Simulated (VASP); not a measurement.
The system is FeS2.

```
Fe S
1.0
     5.75818    0.00000    0.00000
     0.00000    5.75818    0.00000
     0.00000    0.00000    5.75818
Fe S
4 8
Direct
  0.00000 0.00000 0.00000
  0.50000 0.00000 0.50000
  0.50000 0.50000 0.00000
  0.00000 0.50000 0.50000
  0.39507 0.39507 0.39507
  0.10493 0.60493 0.89507
  0.89507 0.10493 0.60493
  0.60493 0.89507 0.10493
  0.60493 0.60493 0.60493
  0.89507 0.39507 0.10493
  0.10493 0.89507 0.39507
  0.39507 0.10493 0.89507
```

- Program: VASP 6.6.1
- Task: relaxation of cell and atoms
- Functional: PBE
- Potentials or basis: VASP PAW PBE potentials, release 64 (Fe, S)
- Cutoff: 600 eV
- k mesh: 6 × 6 × 6
- Occupations: gaussian, width 0.03 eV
- Spin: collinear spin, ferromagnetic start
- Starting moments: [4.0, 4.0, 4.0, 4.0, 0.0, 0.0, 0.0, 0.0, 0.0, 0.0, 0.0, 0.0] μB
- Hubbard terms: Fe d U = 4.0 eV

At the start: pressure 10.9 GPa; volume 15.91 Å³/atom.

Problem. Where does the relaxation end?

Solution. Over 9 steps the energy falls by 32.1 meV/atom and the volume is 17.65 Å³/atom (+10.9 %); space group Pa-3 (No. 205, to 0.05 Å); moment 15.24 μB per cell.

The path:
| step | energy change (eV) | largest force (eV/Å) | pressure (GPa) | volume (Å³) |
| --- | --- | --- | --- | --- |
| 1 | 0.0000 | 0.0215 | 10.87 | 190.92 |
| 2 | -0.1983 | 0.5473 | -3.76 | 222.33 |
| 3 | -0.3348 | 0.2808 | 1.38 | 206.16 |
| 4 | -0.3516 | 0.3535 | -0.11 | 210.23 |
| 5 | -0.3517 | 0.3454 | 0.05 | 209.83 |
| 6 | -0.3806 | 0.1083 | 0.24 | 210.48 |
| 7 | -0.3838 | 0.0115 | 0.34 | 210.77 |
| 8 | -0.3848 | 0.0037 | -0.07 | 211.99 |
| 9 | -0.3849 | 0.0009 | 0.00 | 211.78 |

Final structure:
```cif
data_structure
_symmetry_space_group_name_H-M 'P 1'
_symmetry_Int_Tables_number 1
_cell_length_a 5.9607
_cell_length_b 5.9607
_cell_length_c 5.9607
_cell_angle_alpha 90.000
_cell_angle_beta 90.000
_cell_angle_gamma 90.000
_cell_volume 211.78
loop_
_atom_site_label
_atom_site_type_symbol
_atom_site_fract_x
_atom_site_fract_y
_atom_site_fract_z
_atom_site_occupancy
Fe1 Fe 0.00000 0.00000 0.00000 1
Fe2 Fe 0.50000 0.00000 0.50000 1
Fe3 Fe 0.50000 0.50000 0.00000 1
Fe4 Fe 0.00000 0.50000 0.50000 1
S1 S 0.39736 0.39736 0.39736 1
S2 S 0.10264 0.60264 0.89736 1
S3 S 0.89736 0.10264 0.60264 1
S4 S 0.60264 0.89736 0.10264 1
S5 S 0.60264 0.60264 0.60264 1
S6 S 0.89736 0.39736 0.10264 1
S7 S 0.10264 0.89736 0.39736 1
S8 S 0.39736 0.10264 0.89736 1
```

Caveat: the volume moved by +11 % from the deposited cell, more than functionals usually miss; only a ferromagnetic start was run, and an antiferromagnetic order may lie lower in energy.
